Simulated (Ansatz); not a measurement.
## Sc: energy above lowest point and pressure against volume per atom

All results are calculated (Ansatz 0.2.0 development build). Equation of state of a cubic crystal from periodic Kohn-Sham density functional theory without spin; pressure corrected for the finite basis.

Cell of the first row (space group Fd-3m, No. 227):
```
Sc
1.0
      0.0000     3.1865     3.1865
      3.1865     0.0000     3.1865
      3.1865     3.1865     0.0000
Sc
2
Direct
  0.00000 0.00000 0.00000
  0.25000 0.25000 0.25000
```

Settings of every row: formula Sc; structure type diamond; functional PBE; spin treatment none; k mesh 15x15x15; occupation method fermi-dirac; occupation width 0.061225619 eV; wave cutoff 420 eV; datasets soft-1 PAW; density cutoff ratio 4.

Limits: a cubic model structure, not a phase known at ambient conditions; no spin polarisation, a magnetic state may lie lower.

| row | volume per atom (Å³) | energy above lowest point (meV/atom) | pressure (GPa) |
| --- | --- | --- | --- |
| 1 | 32.356 | 3.93 | 0.648 |
| 2 | 33.044 | 1.7 | 0.398 |
| 3 | 33.733 | 0.44 | 0.193 |
| 4 | 34.421 | 0 | 0.017 |
| 5 | 35.11 | ? | ? |
| 6 | 35.798 | 1.19 | -0.285 |
| 7 | 36.486 | 2.71 | -0.418 |

Question: what energy above lowest point and pressure should row 5 give?

Worked fit of energy above lowest point. Take u = (V_r/V)^(2/3) − 1 with V_r = 34.077 Å³ an atom, which is twice the finite (Eulerian) strain; such expansions in the strain, on which the Birch-Murnaghan equation of state is built, carry the rest volume and the bulk modulus. The shown rows have u = 0.03515, 0.02073, 0.00679, -0.00667, -0.03231, -0.04452. Least squares give energy above lowest point = 0.117 + 34.53 × u + 2088.9 × u² meV/atom; a straight line predicts inner rows, each left out in turn, worse (root mean square 1.3 against 0.029 meV/atom). The rows lie off it by 0.02, -0.03, -0.01, 0.02, 0.01, -0.01. Its lowest point lies at u = -0.0083, or V = 34.5 Å³ an atom, and the curvature there gives the bulk modulus at fixed shape and fractions, B = (4/9)(1 + u)² E″(u)/V = 8.48 GPa. The withheld row has u = -0.01971, so the fit gives 0.117 + 34.53 × (-0.01971) + 2088.9 × (-0.01971)² = 0.25 meV/atom.

The calculation gave 0.27 meV/atom. The fit lies 0.02 meV/atom (7.4 % of the value, 0.51 % of the column's range) below it; its largest miss of a shown row is 0.03 meV/atom.

Worked fit of pressure. Take u = (V_r/V)^(2/3) − 1 with V_r = 34.077 Å³ an atom, which is twice the finite (Eulerian) strain; such expansions in the strain, on which the Birch-Murnaghan equation of state is built, carry the rest volume and the bulk modulus. The shown rows have u = 0.03515, 0.02073, 0.00679, -0.00667, -0.03231, -0.04452. Least squares give pressure = 0.1009 + 13.124 × u + 52.91 × u² + 456 × u³ GPa; a parabola predicts inner rows, each left out in turn, worse (root mean square 0.009 against 0.0034 GPa). The rows lie off it by 0.001, -0.002, 0.000, 0.001, -0.002, 0.001. The pressure vanishes at u = -0.0079, or V = 34.49 Å³ an atom, and there the bulk modulus at fixed shape and fractions is B = −V dP/dV = (2/3)(1 + u) dP/du = 8.18 GPa. The withheld row has u = -0.01971, so the fit gives 0.1009 + 13.124 × (-0.01971) + 52.91 × (-0.01971)² + 456 × (-0.01971)³ = -0.141 GPa.

The calculation gave -0.141 GPa. The fit meets it to the printed digit.
